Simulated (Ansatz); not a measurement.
Crystal: Cr.

```
CELL_PARAMETERS angstrom
2.71400 0.00000 0.00000
-1.35700 2.35039 0.00000
0.00000 0.00000 4.41000
ATOMIC_POSITIONS crystal
Cr 0.66667 0.33333 0.75000
Cr 0.33333 0.66667 0.25000
```

This isn't the form of Cr at room conditions, which is bcc.

Base run:

| Quantity | Value |
| --- | --- |
| Program | Ansatz 0.2.0 |
| Functional | PBE |
| Potentials or basis | Ansatz PAW |
| Cutoff | 420 eV (not typed: the program's choice for these potentials) |
| k mesh | 11 × 11 × 6 |
| Occupations | gaussian, width 0.012 eV |
| Spin | collinear spin, ferromagnetic start |
| Starting moments | [3.0, 3.0] μB |

Its results: band gap on the k mesh none (metal or under the smearing width); pressure -25.6 GPa; net moment 1.75 μB per cell; site moments Cr +0.80 μB.

Question: The run is repeated on the same cell with these changes: functional from PBE to RPBE; occupations from gaussian, width 0.012 eV to fermi-dirac, width 0.05 eV. What comes out?

Answer: Band gap on the k mesh none (metal or under the smearing width); pressure -4.6 GPa; net moment 0.00 μB per cell; site moments Cr -2.25, +2.25 μB.

Caveats: so large a pressure means that the cell lies far from this level's equilibrium, or that cutoff or potentials fall short (some runs); the PAW data sets come from PBE, with cores solved anew for the run's functional, which leaves a small shift of forces and pressure (some runs); the starting moments weren't kept (some runs).
